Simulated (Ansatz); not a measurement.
# Ti (Fm-3m) in Ansatz: reference runs

Reference runs on Ti: the cell as given and a disturbed copy.

All numbers are computed with Ansatz 0.2.0; they aren't measurements. Logs are shortened: lines on timing, memory, paths and dates and some standing lists are left out, and cuts for length are marked.

### Step 1. The crystal as given

Symmetry: Fm-3m, No. 225, cubic system. The conventional cell has a = 4.060 Å, b = 4.060 Å, c = 4.060 Å, α = 90.00°, β = 90.00°, γ = 90.00°. Ti (site symmetry m-3m) is surrounded by 12 Ti at 2.87 Å.

This isn't the form of Ti at room conditions, which is hcp.

### Step 2. Single point, PBE

input.yaml reads:

```yaml
crystal:
  lattice:
    - [0.0, 2.03, 2.03]
    - [2.03, 0.0, 2.03]
    - [2.03, 2.03, 0.0]
  atoms:
    - { symbol: Ti, position: [0.0, 0.0, 0.0] }
kpoints:
  mp_grid: { grid: [11, 11, 11] }
scf:
  occupations: { method: fermi_dirac, width: 0.05 }
hamiltonian:
  xc: pbe
  pseudopotentials: { kind: all_electron, lapw: { basis_error: 0.001 } }
output:
  forces: true
  stress: true
  eigenvalues: true
  populations: true
```

Potentials or basis: all-electron LAPW, scalar-relativistic.

The run is started by

```console
> ansatz run input.yaml --threads 1 --pin off --max-ram 2560MiB --backend cpu --events-out ev --progress --plain --runs-dir out
```

The program printed:

```text
Warning: RAYON_NUM_THREADS=1 ignored (pool sized by the plan → 1); use --threads N
Ti: projections on atomic orbitals take those of the free atom 1s2 2s2 2p6 3s2 3p6 3d2 4s2, of charge +0.00 (hamiltonian.pseudopotentials.projection_atoms)
LAPW: plane waves up to 7.677 Å⁻¹, error target 1.0e-3 eV per atom; small_component_spin mean_spin; Ti in spheres of 1.435 Å, 12 of its electrons in bands, Dirac shells [] (how accurate: hamiltonian.pseudopotentials.lapw.basis_error, Limitations)
Engine: ansatz 0.2.0, aarch64-unknown-linux-gnu
Pseudopotentials: kind: all_electron
Pseudopotential: Ti, LAPW, valence charge 12, lapw/all_electron/scalar/gaussian/Ti, Koelling and Harmon's equation, gaussian nucleus
Functional definition: PBE
  parameter kappa = 0.804
  parameter beta = 0.06672455060314922
  exchange = pbe_x(kappa = kappa, mu = beta*pi^2/3)
  correlation = pbe_c(beta = beta)
Crystal: 1 atoms, lattice volume = 16.731 Å³
Basis set: ecut = 224.54001396528722 eV, 137 PW (Γ), exchange–correlation at level 2
Bands: 10, of which v1, the nominal top of the filled ones, is band 6 counted from 1 (5 counted from 0)
Symmetry: 48 space group operations
Space group: Fm-3m (ITA 225), of the structure as read, at distance tolerance 2.6e-5 Å
k-points: 56 of 1331
Non-local potential: Ti, projectors of the file, none
Initial density: superposition of atomic densities (chi_scale 0.1, normalization cell)
Initial wavefunctions: plane waves of lowest kinetic energy (no species holds an atomic orbital)
Functional: x = pbe(κ = 0.804, μ = 0.2195149727645171), c = pbe(β = 0.06672455060314922)
iter 1 solved again at ethr=3.94e-4 eV; its pass at ethr=1.00e-1 eV (dr2=4.73e-2 eV) is discarded
SCF iter   1: F=—  HF=-23233.432724 eV  |F-HF|=—  |Δ(HF+E_count)|=         —  Δρ=2.14e-2  dr2=4.80e-2  ethr=3.94e-4  ⟨swp⟩=2.9  Hψ=4145  notcnv=0
preconditioner: auto → none  [metal: Δε(μ)=0.034 eV  Ē_g=4.637 eV  σ=0.050 eV  W_gap=0.17  n_scr=0 (ndim 8)  ℏωp=18.2 eV  f_vac=0.000  D(μ)=1.44/eV (n_scr^D=14)]
iter 2 solved again at ethr=1.22e-5 eV; its pass at ethr=3.94e-4 eV (dr2=1.47e-3 eV) is discarded
SCF iter   2: F=—  HF=-23233.286832 eV  |F-HF|=—  |Δ(HF+E_count)|=   1.46e-1  Δρ=3.45e-3  dr2=1.47e-3  ethr=1.22e-5  ⟨swp⟩=2.0  Hψ=3006  notcnv=0
SCF iter   3: F=—  HF=-23233.273811 eV  |F-HF|=—  |Δ(HF+E_count)|=   1.30e-2  Δρ=3.29e-3  dr2=1.00e-3  ethr=1.22e-5  ⟨swp⟩=2.8  Hψ=1818  notcnv=0
SCF iter   4: F=—  HF=-23233.274131 eV  |F-HF|=—  |Δ(HF+E_count)|=   3.19e-4  Δρ=2.54e-4  dr2=5.81e-6  ethr=8.34e-6  ⟨swp⟩=2.0  Hψ=1638  notcnv=0
SCF iter   5: F=—  HF=-23233.274136 eV  |F-HF|=—  |Δ(HF+E_count)|=   5.36e-6  Δρ=3.11e-5  dr2=1.35e-7  ethr=4.84e-8  ⟨swp⟩=2.0  Hψ=1638  notcnv=0
SCF iter   6: F=-23233.274136 eV  HF=-23233.274136 eV  |F-HF|=3.20e-10  |Δ(HF+E_count)|=   1.39e-7  Δρ=1.52e-6  dr2=3.88e-10  ethr=1.12e-9  ⟨swp⟩=2.2  Hψ=1659  notcnv=0
SCF 1 converged in 6 iterations: F = -23233.274136 eV  dr2 = 3.88e-10
SCF converged after 6 iterations
Free energy (F): -23233.274136 eV
Harris-Foulkes:  -23233.274136 eV  (|F-HF|=3.20e-10)
Internal energy: -23233.262851 eV  (E = F + TS)
E sigma→0 (E₀):  -23233.268493 eV
Entropy (-TS):   -0.011286 eV (-11.286 meV/atom)
Fermi energy:    14.294388 eV
--- Per-component energies (eV) ---
  E_band       = -144.233931
  E_kinetic    = 23458.855008
  E_xc         = -1148.435585
  E_electrostatic = -45543.682274  (all electrons and nuclei)
  E_smearing   = -0.011286  (= −TS)
  E_closure    = 0.000000  (closes the sum)
  E_atoms      = -23226.621050  (free atoms, spherical and without spin; not in F)
  Σ components = -23233.274136   (vs F -23233.274136, Δ=0.00e0)
  Basis errors (estimates in eV, not in F): energy 1.1e-4 per atom: plane waves 7.6e-5 (3.8e-5 summed), levels above the bands 6.4e-70, relativity 9.3e-9, radial functions 3.7e-5, core shells 3.0e-8; eigenvalues (radial functions only) 1.4e-6; not estimated: angular momenta, meshes, grids; target (lapw.basis_error) 1.0e-3; muffin-tin radii Ti 1.435 Å
--- Forces (eV/Å), atoms counted from 1 ---
  atom   1  Ti     0.00000000    -0.00000000     0.00000000
  max |Σ_I F_I| component: 5.34e-32 eV/Å
--- Stress (GPa, compression-positive) ---
        4.182461       0.000000       0.000000
        0.000000       4.182461       0.000000
        0.000000       0.000000       4.182461
  P = ⅓ Tr σ = 4.1825 GPa (41.825 kbar)
--- Band table (eV; the first three rows and the last of 56) ---
  k-point 0: bands = ["-42.2933", "-18.1248", "-18.1248", "-18.1248", "8.1436", "15.2054", "15.2054", "15.2054", "16.9289", "16.9289"]
  k-point 1: bands = ["-42.2820", "-18.1873", "-18.1325", "-18.1325", "8.4179", "15.0357", "15.3026", "15.3026", "16.8675", "16.8675"]
  k-point 2: bands = ["-42.2517", "-18.3529", "-18.1532", "-18.1532", "9.1852", "14.6450", "15.4750", "15.4750", "16.8250", "16.8250"]
  k-point 55: bands = ["-42.1042", "-18.6375", "-18.5966", "-18.3841", "12.7178", "13.6125", "14.1645", "16.5715", "18.2396", "22.7233"]
--- Löwdin populations: 1 site ---
  site symbol       q [e]
     0     Ti     21.8817
  spilling = 0.005378 (of n_electrons = 22.000000)
```

Run time: 3.5 s. Hardware: 1 thread of Arm Neoverse V1, shared host; peak memory 0.21 GiB.

What came out:

| Item | Value |
| --- | --- |
| Free energy | -23233.2741 eV |
| Pressure | 4.2 GPa |
| Band gap on the k mesh | none (metal or under the smearing width) |

Levels at points of the mesh, in eV from the Fermi level:
| k point | band 3 | band 4 | band 5 | band 6 | band 7 | band 8 | band 9 | band 10 |
| --- | --- | --- | --- | --- | --- | --- | --- | --- |
| (0.00, 0.00, 0.00) | -32.42 | -32.42 | -6.15 | 0.91 | 0.91 | 0.91 | 2.63 | 2.63 |

### Step 3. Single point, PBE (cell strained at random at fixed volume)

Changes to input.yaml since step 2:

```diff
@@ -2,7 +2,7 @@
   lattice:
-    - [0.0, 2.03, 2.03]
-    - [2.03, 0.0, 2.03]
-    - [2.03, 2.03, 0.0]
+    - [0.021768, 1.998691, 2.031315]
+    - [2.006457, 0.002994, 2.050089]
+    - [2.039505, 2.050514, -0.030055]
   atoms:
-    - { symbol: Ti, position: [0.0, 0.0, 0.0] }
+    - { symbol: Ti, position: [-0.01567, 0.00381, 0.006629] }
 kpoints:
```

Potentials or basis: all-electron LAPW, scalar-relativistic.

The run is started by

```console
> ansatz run input.yaml --threads 1 --pin off --max-ram 2560MiB --backend cpu --events-out ev --progress --plain --runs-dir out
```

The program printed:

```text
Warning: RAYON_NUM_THREADS=1 ignored (pool sized by the plan → 1); use --threads N
Ti: projections on atomic orbitals take those of the free atom 1s2 2s2 2p6 3s2 3p6 3d2 4s2, of charge +0.00 (hamiltonian.pseudopotentials.projection_atoms)
LAPW: plane waves up to 7.816 Å⁻¹, error target 1.0e-3 eV per atom; small_component_spin mean_spin; Ti in spheres of 1.407 Å, 12 of its electrons in bands, Dirac shells [] (how accurate: hamiltonian.pseudopotentials.lapw.basis_error, Limitations)
[... 8 set-up lines as earlier in the session ...]
Crystal: 1 atoms, lattice volume = 16.731 Å³
Basis set: ecut = 232.76998038948886 eV, 137 PW (Γ), exchange–correlation at level 2
Bands: 10, of which v1, the nominal top of the filled ones, is band 6 counted from 1 (5 counted from 0)
Symmetry: 2 space group operations
Space group: P-1 (ITA 2), of the structure as read, at distance tolerance 2.6e-5 Å
k-points: 666 of 1331
[... 4 set-up lines as earlier in the session ...]
iter 1 solved again at ethr=4.72e-4 eV; its pass at ethr=1.00e-1 eV (dr2=5.67e-2 eV) is discarded
SCF iter   1: F=—  HF=-23233.426090 eV  |F-HF|=—  |Δ(HF+E_count)|=         —  Δρ=2.30e-2  dr2=5.74e-2  ethr=4.72e-4  ⟨swp⟩=2.9  Hψ=49417  notcnv=0
preconditioner: auto → none  [metal: Δε(μ)=0.003 eV  Ē_g=4.637 eV  σ=0.050 eV  W_gap=0.01  n_scr=0 (ndim 8)  ℏωp=18.2 eV  f_vac=0.000  D(μ)=1.49/eV (n_scr^D=14)]
iter 2 solved again at ethr=1.17e-5 eV; its pass at ethr=4.72e-4 eV (dr2=1.41e-3 eV) is discarded
SCF iter   2: F=—  HF=-23233.280318 eV  |F-HF|=—  |Δ(HF+E_count)|=   1.46e-1  Δρ=3.45e-3  dr2=1.41e-3  ethr=1.17e-5  ⟨swp⟩=2.0  Hψ=35733  notcnv=0
SCF iter   3: F=—  HF=-23233.268335 eV  |F-HF|=—  |Δ(HF+E_count)|=   1.20e-2  Δρ=3.43e-3  dr2=1.13e-3  ethr=1.17e-5  ⟨swp⟩=2.9  Hψ=21780  notcnv=0
SCF iter   4: F=—  HF=-23233.268624 eV  |F-HF|=—  |Δ(HF+E_count)|=   2.88e-4  Δρ=3.25e-4  dr2=1.15e-5  ethr=9.40e-6  ⟨swp⟩=2.0  Hψ=19594  notcnv=0
SCF iter   5: F=—  HF=-23233.268627 eV  |F-HF|=—  |Δ(HF+E_count)|=   3.65e-6  Δρ=3.02e-5  dr2=9.17e-8  ethr=9.59e-8  ⟨swp⟩=2.0  Hψ=19594  notcnv=0
SCF iter   6: F=-23233.268628 eV  HF=-23233.268628 eV  |F-HF|=2.43e-9  |Δ(HF+E_count)|=   1.90e-7  Δρ=7.35e-6  dr2=7.79e-9  ethr=7.64e-10  ⟨swp⟩=2.6  Hψ=20367  notcnv=0
SCF 1 converged in 6 iterations: F = -23233.268628 eV  dr2 = 7.79e-9
SCF converged after 6 iterations
Free energy (F): -23233.268628 eV
Harris-Foulkes:  -23233.268628 eV  (|F-HF|=2.43e-9)
Internal energy: -23233.256632 eV  (E = F + TS)
E sigma→0 (E₀):  -23233.262630 eV
Entropy (-TS):   -0.011996 eV (-11.996 meV/atom)
Fermi energy:    14.289352 eV
--- Per-component energies (eV) ---
  E_band       = -144.276001
  E_kinetic    = 23458.875731
  E_xc         = -1148.437908
  E_electrostatic = -45543.694454  (all electrons and nuclei)
  E_smearing   = -0.011996  (= −TS)
  E_closure    = 0.000000  (closes the sum)
  E_atoms      = -23226.621050  (free atoms, spherical and without spin; not in F)
  Σ components = -23233.268628   (vs F -23233.268628, Δ=0.00e0)
  Basis errors (estimates in eV, not in F): energy 1.2e-4 per atom: plane waves 8.9e-5 (4.6e-5 summed), levels above the bands 2.4e-69, relativity 9.1e-9, radial functions 3.3e-5, core shells 5.5e-8; eigenvalues (radial functions only) 9.1e-7; not estimated: angular momenta, meshes, grids; target (lapw.basis_error) 1.0e-3; muffin-tin radii Ti 1.407 Å
--- Forces (eV/Å), atoms counted from 1 ---
  atom   1  Ti     0.00000000     0.00000000     0.00000000
  max |Σ_I F_I| component: 0.00e0 eV/Å
--- Stress (GPa, compression-positive) ---
        4.849974      -1.866673       0.192616
       -1.866673       4.604658       1.539337
        0.192616       1.539337       3.426783
  P = ⅓ Tr σ = 4.2938 GPa (42.938 kbar)
--- Band table (eV; the first three rows and the last of 666) ---
  k-point 0: bands = ["-42.2983", "-18.1523", "-18.1262", "-18.1059", "8.1449", "14.9837", "15.1962", "15.4126", "16.8405", "17.0275"]
  k-point 1: bands = ["-42.2882", "-18.2106", "-18.1329", "-18.1127", "8.4084", "14.8450", "15.2582", "15.4897", "16.8081", "16.9815"]
  k-point 2: bands = ["-42.2610", "-18.3658", "-18.1511", "-18.1300", "9.1469", "14.5017", "15.3596", "15.6240", "16.8377", "16.9613"]
  k-point 665: bands = ["-42.1369", "-18.8858", "-18.2808", "-18.2614", "11.8595", "14.5777", "15.0820", "15.2517", "17.9906", "18.6242"]
--- Löwdin populations: 1 site ---
  site symbol       q [e]
     0     Ti     21.8800
  spilling = 0.005457 (of n_electrons = 22.000000)
```

It took 30 s on 1 thread of Arm Neoverse V1, shared host; peak memory 0.52 GiB.

Results:

```
Free energy            : -23233.2686 eV
Pressure               : 4.3 GPa
Band gap on the k mesh : none (metal or under the smearing width)
```
